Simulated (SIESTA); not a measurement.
**Li2S under changes of volume**

One of the cells (15.650 Å³/atom); the others are scaled copies at fixed shape and fractional positions:

```xyz
3
Lattice="0.0000 2.8633 2.8633 2.8633 0.0000 2.8633 2.8633 2.8633 0.0000" Properties=species:S:1:pos:R:3 pbc="T T T"
S     0.0000    0.0000    0.0000
Li    4.2950    4.2950    4.2950
Li    1.4317    1.4317    1.4317
```

```yaml
Program: SIESTA 5.4.2
Functional: PBE
Potentials_or_basis: PseudoDojo 0.4 standard (PBE files)
Basis: DZP (energy shift 0.002 Ry; radii capped at 9.5 bohr)
Grid_cutoff: 800 Ry
Energy_shift: 0.002 Ry
k_mesh: 8 × 8 × 8
Occupations: fermi-dirac, width 0.05 eV
Spin: no spin polarisation
```

```csv
volume (Å³/atom),energy over the lowest point (meV/atom),pressure (GPa),gap on the mesh (eV)
14.423,19.31,4.4,3.35
14.730,?,?,?
15.037,6.35,2.4,3.39
15.650,0.63,0.7,3.43
15.957,0.00,0.0,3.45
16.264,0.76,-0.8,3.46
```

Problem. What does the run at 14.730 Å³/atom give?

Solution. Energy over the lowest point 11.84 meV/atom; pressure 3.4 GPa; gap on the mesh 3.37 eV.

Worked out: A Birch-Murnaghan fit of order 3 (a polynomial in V^(-2/3)) to the other rows has its minimum at 15.94 Å³/atom with B0 = V·E''(V) = 36 GPa and B' = 4.2. It gives 11.84 meV/atom at 14.730 Å³/atom, against the run's 11.84, and -dE/dV = 3.4 GPa, against 3.4. A straight line through the other rows of the gap, of slope 0.943 eV per unit of ln V, gives 3.37 eV, against the run's 3.37.

Energies are extrapolated to zero smearing.

Caveats: semicore shells carry a single zeta, which can move pressures by several GPa and volumes by a few percent; the basis of atomic orbitals isn't converged, which shifts pressures, moduli and gaps.

A mesh can miss the band edges.
